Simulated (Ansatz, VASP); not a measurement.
# One calculation of Si, two programs

INCAR

```
PREC = Accurate ; ENCUT = 600
EDIFF = 1E-6 ; ISMEAR = 0
SIGMA = 0.02 ; LREAL = False
LASPH = True ; NELM = 60
ALGO = Normal ; ISIF = 3
LWAVE = False ; LCHARG = False
GGA = PS ; IBRION = 2
NSW = 100 ; EDIFFG = -0.005
```

KPOINTS

```
regular mesh
0
Gamma
  12 12 12
```

Contents of POSCAR:

```
Si
1.0
    0.0000000000      2.7169171026      2.7169171026
    2.7169171026      0.0000000000      2.7169171026
    2.7169171026      2.7169171026      0.0000000000
Si
2
Direct
    0.7500000000      0.7500000000      0.7500000000
    0.5000000000      0.5000000000      0.5000000000
```

Input for Ansatz:

```yaml
crystal:
  lattice:
    - [0.0, 2.7169171026, 2.7169171026]
    - [2.7169171026, 0.0, 2.7169171026]
    - [2.7169171026, 2.7169171026, 0.0]
  atoms:
    - { symbol: Si, position: [0.75, 0.75, 0.75] }
    - { symbol: Si, position: [0.5, 0.5, 0.5] }
basis:
  ecutwfc: 420
kpoints:
  mp_grid: { grid: [12, 12, 12] }
hamiltonian:
  xc: pbesol
scf:
  occupations: { method: gaussian, width: 0.02 }
output:
  forces: true
  stress: true
  eigenvalues: true
  write_density: true
  write_potential: true
  elf: true
  volumetric_format: npy
relax:
  adjacent_minimum: "off"
  f_tol: 0.005
  max_steps: 80
  cell: { stress_tol: 0.05 }
```

Alike in both runs: task relaxation of cell and atoms; functional PBEsol; k mesh 12 × 12 × 12; occupations gaussian, width 0.02 eV; no spin polarisation.

|  | VASP | Ansatz |
| --- | --- | --- |
| version | VASP 6.6.1 | Ansatz 0.2.0 |
| potentials or method | VASP PAW PBE potentials, release 64 (Si) | scalar-relativistic, plane waves, PAW |
| plane-wave cutoff (eV) | 600 | 420 |
| valence electrons in the cell | 8 | 8 |

```tsv
	VASP	Ansatz	Ansatz less VASP
gap on the k mesh at the Fermi level, each at its own relaxed structure (eV)	0.46	0.46	+0.003
relaxed volume (Å³/atom)	20.08	20.06	-0.022
relaxed cell length with the largest relative difference (Å)	3.844	3.842	-0.0014
```

Caveats: the PAW data sets were made with another functional, which shifts forces and pressure a little (VASP).
